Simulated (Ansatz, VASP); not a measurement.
## Ti: VASP beside Ansatz

```
Ti
1.0
     2.95000    0.00000    0.00000
    -1.47500    2.55477    0.00000
     0.00000    0.00000    4.68600
Ti
2
Direct
  0.33333 0.66667 0.25000
  0.66667 0.33333 0.75000
```

Alike in both runs: task single point; functional PBEsol; k mesh 14 × 14 × 8; occupations fermi-dirac, width 0.05 eV; no spin polarisation.

```csv
,VASP,Ansatz
version,VASP 6.6.1,Ansatz 0.2.0
potentials or method,"VASP PAW PBE potentials, release 64 (Ti_sv), cutoff 520 eV","all-electron LAPW, scalar-relativistic"
```

```tsv
	VASP	Ansatz	Ansatz less VASP
pressure (GPa)	-6.1	-5.9	+0.18
largest component of the traceless stress (GPa)	0.36	0.36	-0.001
```

Ansatz ran all-electron here, so the differences hold the error of VASP's frozen core and of both bases.

Caveats: the PAW data sets were made with another functional, which shifts forces and pressure a little (VASP).
